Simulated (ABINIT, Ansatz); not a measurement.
# AlN (Fm-3m): from Born charge to LO-TO splitting

How high does the longitudinal optical mode of AlN (Fm-3m) lie, given the transverse one, the Born charge and ε∞?

Program: ABINIT 10.8.3. Level of theory: DFT LDA, scalar-relativistic, plane waves, PseudoDojo stringent norm-conserving pseudopotentials. Results are calculated unless marked as measured.

### Step 1. Set-up

Symmetry: Fm-3m, No. 225, cubic system. Conventional cell: a = 4.004 Å, b = 4.004 Å, c = 4.004 Å, α = 90.00°, β = 90.00°, γ = 90.00°. Nearest to Al lie 6 N at 2.00 Å. Nearest to N lie 6 Al at 2.00 Å. Farther neighbours and most contacts between anions are not listed.

As a file:

```xyz
2
Lattice="-2.0019 0.0000 2.0019 0.0000 2.0019 2.0019 -2.0019 2.0019 0.0000" Properties=species:S:1:pos:R:3 pbc="T T T"
Al   -2.0019    2.0019    2.0019
N     0.0000    0.0000    0.0000
```

This is the cell after its relaxation at this level of theory, not the database cell from which that began.

### Step 2. What the response run gave

A linear-response run on the relaxed cell, with the response to an electric field; only its zone-centre results are used. Cutoff 36 Ha, k mesh 8×8×8.

Numbers of over 12 decimals in the logs are rounded to 6 here.

The log of the run:

```text
[banners, grids, parts of the stress and lines that vanish by symmetry left out]
- input  file    -> dfpt_gamma.abi
- output file    -> dfpt_gamma.abo
- root for input  files -> dfpt_gammai
[...]
DATASET    1 : space group Fm -3 m (#225); Bravais cF (face-center cubic)
[...]
nfft =       27000          nkpt =         260
[...]
DATASET    2 : space group Fm -3 m (#225); Bravais cF (face-center cubic)
[...]
nfft =       27000          nkpt =         260
[...]
== DATASET  1 ==================================================================
[...]
cutoff_energies: {ecut:  36.0, pawecutdg:  -1.0, }
[...]
-  7.00000   5.00000  180309                  znucl, zion, pspdat
[...]
Perturbation : derivative vs k along direction   1
[...]
-ETOT  1  -16.838361447224     -1.684E+01 9.840E+00 0.000E+00
 ETOT  2  -16.886546408631     -4.818E-02 5.926E-01 0.000E+00
 ETOT  3  -16.886938170728     -3.918E-04 3.004E-04 0.000E+00
 ETOT  4  -16.886942968432     -4.798E-06 1.653E-05 0.000E+00
 ETOT  5  -16.886943041287     -7.285E-08 9.317E-08 0.000E+00
[...]
At SCF step   14   max residual=  9.99E-21 < tolwfr=  1.00E-20 =>converged.
[...]
Perturbation : derivative vs k along direction   2
[...]
-ETOT  1  -16.838447617801     -1.684E+01 9.840E+00 0.000E+00
[...]
At SCF step   14   max residual=  9.99E-21 < tolwfr=  1.00E-20 =>converged.
[...]
Perturbation : derivative vs k along direction   3
[...]
-ETOT  1  -16.838361431930     -1.684E+01 9.840E+00 0.000E+00
[...]
At SCF step   14   max residual=  9.99E-21 < tolwfr=  1.00E-20 =>converged.
[...]
1        1       1.4027266564    0.0000000000
     1        2      -0.7013633282    0.0000000000
     1        3      -0.7013633282   -0.0000000000
     2        1      -0.7013633282    0.0000000000
     2        2       1.4027266564   -0.0000000000
     2        3       0.7013633282    0.0000000000
     3        1      -0.7013633282   -0.0000000000
     3        2       0.7013633282    0.0000000000
     3        3       1.4027266564    0.0000000000
[...]
== DATASET  2 ==================================================================
[...]
cutoff_energies: {ecut:  36.0, pawecutdg:  -1.0, }
[...]
Perturbation : displacement of atom   1   along direction   1
[...]
-ETOT  1   2.439744     -1.420E+01 1.212E-01 2.967E+02
[...]
At SCF step    8       vres2   =  7.46E-13 < tolvrs=  1.00E-10 =>converged.
[...]
Perturbation : displacement of atom   2   along direction   1
[...]
-ETOT  1   5.104563     -1.040E+03 3.209E+00 3.754E+03
[...]
At SCF step    8       vres2   =  2.55E-11 < tolvrs=  1.00E-10 =>converged.
[...]
Perturbation : homogeneous electric field along direction   1
[...]
-ETOT  1  -69.665414649997     -6.967E+01 5.168E+00 4.326E+03
[...]
ETOT  7  -71.104267257046     -3.738E-10 1.519E-10 9.479E-09
 ETOT  8  -71.104267257052     -6.764E-12 1.087E-11 4.185E-12
 At SCF step    8       vres2   =  4.18E-12 < tolvrs=  1.00E-10 =>converged.
[...]
Dielectric tensor, in cartesian coordinates,
[...]
1    4   1    4         4.9886243793        -0.0000000000
   1    4   2    4         0.0000000000        -0.0000000000
   1    4   3    4         0.0000000000        -0.0000000000
   2    4   1    4         0.0000000000        -0.0000000000
   2    4   2    4         4.9886243793        -0.0000000000
   2    4   3    4        -0.0000000000        -0.0000000000
   3    4   1    4         0.0000000000        -0.0000000000
   3    4   2    4        -0.0000000000        -0.0000000000
   3    4   3    4         4.9886243793        -0.0000000000
  Effective charges, in cartesian coordinates,
[...]
1    1   1    4         2.9259949004         0.0000000000
   2    1   1    4         0.0000000000         0.0000000000
   3    1   1    4        -0.0000000000         0.0000000000
   1    2   1    4        -2.9366826528         0.0000000000
   2    2   1    4        -0.0000000000         0.0000000000
[...]
Effective charges, in cartesian coordinates,
[...]
2    4   1    2         0.0000000000         0.0000000000
   3    4   1    2         0.0000000000         0.0000000000
   1    4   2    2         0.0000000000         0.0000000000
   2    4   2    2        -2.9366826205         0.0000000000
   3    4   2    2         0.0000000000         0.0000000000
   1    4   3    2         0.0000000000         0.0000000000
   2    4   3    2         0.0000000000         0.0000000000
   3    4   3    2        -2.9366826205         0.0000000000
  Phonon wavevector (reduced coordinates) :  0.00000  0.00000  0.00000
 Phonon energies in Hartree :
[...]
Phonon frequencies in cm-1    :
-  1.581182E+00  1.581182E+00  1.581182E+00  4.839785E+02  4.839785E+02
-  4.839785E+02
  Phonon at Gamma, with non-analyticity in the
[...]
Phonon energies in Hartree :
[...]
Phonon frequencies in cm-1    :
-  1.581182E+00  1.581182E+00  1.728699E+00  4.839785E+02  4.839785E+02
-  8.987923E+02
  Phonon at Gamma, with non-analyticity in the
[...]
Phonon energies in Hartree :
[...]
Phonon frequencies in cm-1    :
-  1.581182E+00  1.581182E+00  1.728699E+00  4.839785E+02  4.839785E+02
-  8.987923E+02
  Phonon at Gamma, with non-analyticity in the
[...]
Phonon energies in Hartree :
[...]
Phonon frequencies in cm-1    :
-  1.581182E+00  1.581182E+00  1.728699E+00  4.839785E+02  4.839785E+02
-  8.987923E+02
[...]
fcart2     0.0000000000E+00  0.0000000000E+00  0.0000000000E+00
           strten2     0.0000000000E+00  0.0000000000E+00  0.0000000000E+00
================================================================================
```

```tsv
quantity	value
cell volume Ω (Å³)	16.045
mass of Al (u)	26.982
mass of N (u)	14.007
Born charge of Al, raw (e)	2.926
Born charge of N, raw (e)	-2.937
ε∞	4.989
ω(TO) after the sum rule (cm⁻¹)	484.0
```

### Step 3. The calculation

The charges must sum to zero over the cell; taking off their mean, -0.005 e, leaves Z* = 2.931 e on Al. In the polar mode Al moves against N, so the reduced mass is μ = 26.98 × 14.01 / 40.99 = 9.220 u.

A longitudinal wave builds up a field that adds to the restoring force: ω(LO)² = ω(TO)² + 4π Z*² / (μ Ω ε∞), in Hartree atomic units. With μ = 16808 electron masses and Ω = 108.27 bohr³ the second term is 1.1894e-05 Ha², or 572930 cm⁻² (1 Ha = 219474.6 cm⁻¹).

So ω(LO) = √(234227 + 572930) = 898.4 cm⁻¹, and by the Lyddane-Sachs-Teller relation ε₀ = ε∞ (ω(LO)/ω(TO))² = 17.19.

### Step 4. Check against the program

The analysis program adds the same non-analytic term to the full matrix.

The log of the run:

```text
[banners, grids, parts of the stress and lines that vanish by symmetry left out]
-outvars_anaddb: echo values of input variables ----------------------

 Flags :
[...]
Dielectric Tensor and Effective Charges
[...]
Effective charge tensors after
[...]
Phonon wavevector (reduced coordinates) :  0.00000  0.00000  0.00000
 Phonon energies in Hartree :
[...]
Phonon energies in meV     :
-  0.000000E+00  0.000000E+00  0.000000E+00  6.000506E+01  6.000506E+01
-  6.000506E+01
 Phonon frequencies in cm-1    :
-  0.000000E+00  0.000000E+00  0.000000E+00  4.839735E+02  4.839735E+02
-  4.839735E+02
 Phonon frequencies in Thz     :
-  0.000000E+00  0.000000E+00  0.000000E+00  1.450916E+01  1.450916E+01
-  1.450916E+01
 Phonon energies in Kelvin  :
-  0.000000E+00  0.000000E+00  0.000000E+00  6.963299E+02  6.963299E+02
-  6.963299E+02
[...]
-  1  0.00000000E+00  4.65314790E-07 -3.65839095E-03
-     0.00000000E+00  0.00000000E+00  0.00000000E+00
-  2  0.00000000E+00  4.65314759E-07 -3.65839070E-03
-     0.00000000E+00  0.00000000E+00  0.00000000E+00
[...]
-  1  0.00000000E+00 -3.65839095E-03 -4.65314790E-07
-     0.00000000E+00  0.00000000E+00  0.00000000E+00
-  2  0.00000000E+00 -3.65839070E-03 -4.65314759E-07
-     0.00000000E+00  0.00000000E+00  0.00000000E+00
[...]
-  1  3.65839098E-03  0.00000000E+00  0.00000000E+00
-     0.00000000E+00  0.00000000E+00  0.00000000E+00
-  2  3.65839073E-03  0.00000000E+00  0.00000000E+00
-     0.00000000E+00  0.00000000E+00  0.00000000E+00
[...]
-  1  1.05199942E-07 -4.86506027E-07  2.63587770E-03
-     0.00000000E+00  0.00000000E+00  0.00000000E+00
-  2 -2.02649334E-07  9.37168977E-07 -5.07755849E-03
-     0.00000000E+00  0.00000000E+00  0.00000000E+00
[...]
-  1  2.30809047E-07  2.63587769E-03  4.86496813E-07
-     0.00000000E+00  0.00000000E+00  0.00000000E+00
-  2 -4.44613358E-07 -5.07755847E-03 -9.37151229E-07
-     0.00000000E+00  0.00000000E+00  0.00000000E+00
[...]
-  1  2.63587773E-03 -2.30789626E-07 -1.05242541E-07
-     0.00000000E+00  0.00000000E+00  0.00000000E+00
-  2 -5.07755855E-03  4.44575948E-07  2.02731392E-07
-     0.00000000E+00  0.00000000E+00  0.00000000E+00
[...]
-     1         -0.000000     0.000000    -0.000000     0.000000
-     2          0.000000    -0.000000    -0.000000     0.000000
-     3          0.000000     0.000000     0.000000     0.000000
-     4          0.000158    -0.000729     3.952251     3.952251
-     5          0.000346     3.952251     0.000729     3.952251
-     6          3.952251    -0.000346    -0.000158     3.952251
[...]
-   1     Real    0.0000E+00  0.0000E+00  0.0000E+00  0.0000E+00  0.0000E+00  0.0000E+00  0.0000E+00
[...]
-  1.113900E+02
 Phonon frequencies in cm-1    :
-  0.000000E+00  0.000000E+00  0.000000E+00  4.839735E+02  4.839735E+02
-  8.984209E+02
 Phonon frequencies in Thz     :
-  0.000000E+00  0.000000E+00  0.000000E+00  1.450916E+01  1.450916E+01
-  2.693398E+01
 Phonon energies in Kelvin  :
-  0.000000E+00  0.000000E+00  0.000000E+00  6.963299E+02  6.963299E+02
-  1.292627E+03
[...]
-  1  0.00000000E+00  4.66749799E-07 -3.65839095E-03
-     0.00000000E+00  0.00000000E+00  0.00000000E+00
-  2  0.00000000E+00  4.66749768E-07 -3.65839070E-03
-     0.00000000E+00  0.00000000E+00  0.00000000E+00
[...]
Phonon at Gamma, with non-analyticity in the
[...]
Phonon energies in Hartree :
[...]
Phonon energies in meV     :
-  0.000000E+00  0.000000E+00  0.000000E+00  6.000506E+01  6.000506E+01
-  1.113900E+02
 Phonon frequencies in cm-1    :
-  0.000000E+00  0.000000E+00  0.000000E+00  4.839735E+02  4.839735E+02
-  8.984209E+02
 Phonon frequencies in Thz     :
-  0.000000E+00  0.000000E+00  0.000000E+00  1.450916E+01  1.450916E+01
-  2.693398E+01
 Phonon energies in Kelvin  :
-  0.000000E+00  0.000000E+00  0.000000E+00  6.963299E+02  6.963299E+02
-  1.292627E+03
[...]
Phonon at Gamma, with non-analyticity in the
[...]
Phonon energies in Hartree :
[...]
Phonon energies in meV     :
-  0.000000E+00  0.000000E+00  0.000000E+00  6.000506E+01  6.000506E+01
-  1.113900E+02
 Phonon frequencies in cm-1    :
-  0.000000E+00  0.000000E+00  0.000000E+00  4.839735E+02  4.839735E+02
-  8.984209E+02
 Phonon frequencies in Thz     :
-  0.000000E+00  0.000000E+00  0.000000E+00  1.450916E+01  1.450916E+01
-  2.693398E+01
 Phonon energies in Kelvin  :
-  0.000000E+00  0.000000E+00  0.000000E+00  6.963299E+02  6.963299E+02
-  1.292627E+03
[...]
-  1  5.91742972E-07 -3.65838665E-03 -5.58300990E-06
-     0.00000000E+00  0.00000000E+00  0.00000000E+00
-  2  5.91685629E-07 -3.65838646E-03 -5.58306683E-06
-     0.00000000E+00  0.00000000E+00  0.00000000E+00
[...]
-  1  3.65839087E-03  5.90936244E-07  5.03402820E-07
-     0.00000000E+00  0.00000000E+00  0.00000000E+00
-  2  3.65839069E-03  5.90993447E-07  5.03460029E-07
-     0.00000000E+00  0.00000000E+00  0.00000000E+00
[...]
-  1  4.68723085E-04  1.58474531E-03 -2.05346839E-03
-     0.00000000E+00  0.00000000E+00  0.00000000E+00
-  2 -9.02913242E-04 -3.05273534E-03  3.95564858E-03
-     0.00000000E+00  0.00000000E+00  0.00000000E+00
[...]
-  1  2.10052366E-03 -1.45618793E-03 -6.44335732E-04
-     0.00000000E+00  0.00000000E+00  0.00000000E+00
-  2 -4.04629235E-03  2.80509198E-03  1.24120037E-03
-     0.00000000E+00  0.00000000E+00  0.00000000E+00
[...]
Direction                     Dielectric constant
[...]
0.00000   0.00000   1.00000     17.19084962
   1.00000   1.00000   1.00000     17.19084962
-
```

```tsv
quantity	by hand	program
ω(LO) (cm⁻¹)	898.4	898.4
ε₀	17.19	17.19
```

### Step 5. Results

* TO mode: 484.0 cm⁻¹
* LO mode: 898.4 cm⁻¹
* static dielectric constant: 17.19

What this shows: The LO mode of AlN (Fm-3m) lies at 898 cm⁻¹, 414 cm⁻¹ above the TO mode; the formula meets the program within 0.1 cm⁻¹, as it must for a cubic crystal with one polar mode. ω(LO)² − ω(TO)² goes with Z*²/ε∞: an error of 5 % in ε∞ would move the LO mode by 15.3 cm⁻¹, and semilocal functionals tend to overestimate ε∞. These are harmonic values at zero temperature, at the volume of this functional, for the structure held cubic; stability elsewhere in the zone is no part of this calculation.

[Host names and launcher messages were left out of these logs when they were recorded.]

[Logs are printed without paths, hosts, clocks, repeated set-up lines and the standing remarks that a program may print on its own settings, such as how far it seeks lower states.]

[Hosts, paths, dates, database ids (printed as entryN), source tags and the programs' standing remarks are cut or masked in the printed files.]
